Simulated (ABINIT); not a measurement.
**InP in ABINIT: convergence with smearing width**

The system is InP.

```
CELL_PARAMETERS angstrom
0.00000 2.93050 2.93050
2.93050 0.00000 2.93050
2.93050 2.93050 0.00000
ATOMIC_POSITIONS crystal
In 0.00000 0.00000 0.00000
P 0.75000 0.75000 0.75000
```

- Program: ABINIT 10.8.3 (patched build)
- Task: single point
- Functional: r2SCAN
- Potentials or basis: SG15 NC PBE v1.2
- Cutoff: 1143 eV
- k mesh: 8 × 8 × 8
- Occupations: fermi-dirac, width 0.272 eV
- Spin: no spin polarisation

These are the settings of the first run; the series varies smearing width, with any setting tied to it.

Hardware: 1 thread of Arm Neoverse V2, on a shared host.

```
smearing width  energy less the tightest run, at zero smearing (meV/atom)  pressure (GPa)  SCF cycles  CPU time (s)  peak memory (GiB)
      0.272 eV                                                       2.37            0.38          10           160               0.12
        0.2 eV                                                       0.52            0.33          10           160               0.12
      0.136 eV                                                       0.11            0.31          10           160               0.12
        0.1 eV                                                       0.04            0.30          10           160               0.12
       0.05 eV                                                       0.00            0.30          10           160               0.12
      0.025 eV                                                       0.00            0.30          10           160               0.12
       0.01 eV                                                       0.00            0.30          10           160               0.12
```

Against the tightest run, the energy stays within 1 meV/atom from 0.2 eV on; the pressure stays within 0.1 GPa from 0.272 eV on. The tightest run that finished is the yardstick and may itself not be fully converged.

Caveat, for the tightest run too: the potentials were made for another functional, which shifts forces and pressure.
